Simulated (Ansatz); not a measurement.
Theory: DFT PBE, scalar-relativistic, plane waves, PAW (Ansatz). All cells share a 420 eV cutoff and Γ-centred k meshes spaced at most about 0.3 Å⁻¹ (about 0.25 or finer for metals, 2π included). No spin polarisation.

These are static total energies at zero pressure.

Task: Order these relaxed structures of Si₂Mo by energy, lowest first, with the energy over the lowest of them.
A. Space group Cmc2_1 (No. 36), orthorhombic, a = 3.330 Å, b = 8.717 Å, c = 6.143 Å. Si on its first site has 1 Si at 2.31 Å, 2 Si at 2.51 Å, 4 Mo at 2.51–2.65 Å and 1 Mo at 2.95 Å; Si on its second site is surrounded by 1 Si at 2.31 Å, 2 Si at 2.51 Å and 4 Mo at 2.53–2.62 Å; Mo is surrounded by 8 Si at 2.51–2.65 Å and 1 Si at 2.95 Å.
B. Space group I4/mmm (No. 139), tetragonal, a = 3.217 Å, c = 7.873 Å. Si has 5 Si at 2.60–2.64 Å, 5 Mo at 2.62–2.64 Å and 4 Si at 3.22 Å; around Mo lie 10 Si at 2.62–2.64 Å and 4 Mo at 3.22 Å.
C. Space group P6_222 (No. 180), hexagonal, a = 4.613 Å, c = 6.609 Å. Si has 5 Si at 2.56–2.69 Å, 5 Mo at 2.58–2.68 Å and 4 Si at 3.16–3.22 Å; Mo has 10 Si at 2.58–2.68 Å and 4 Mo at 3.19 Å.

Result: B (0 meV/atom), C (27 meV/atom), A (290 meV/atom). Counting Si atoms around Mo (those within 1.25 times the shortest such distance or 1.15 times the sum of covalent radii; a plus sign parts nearer from farther groups): B has Mo 10; C has Mo 10; A has Mo 8+1. A holds Si–Si nets (shortest 2.31 Å) (bonds between like non-metal atoms; other contacts aren't counted). Origin: A, invented, then shaken at random and relaxed again; B, reached from a cell as deposited in COD, among other starts; C, reached from a Materials Project cell.

The k mesh leaves some 4 meV/atom of noise in the energy of each metallic cell. Cells relaxed within their symmetry can be saddle points. Some structure types and database cells were kept out of the candidates from the start, so a known form may be missing.
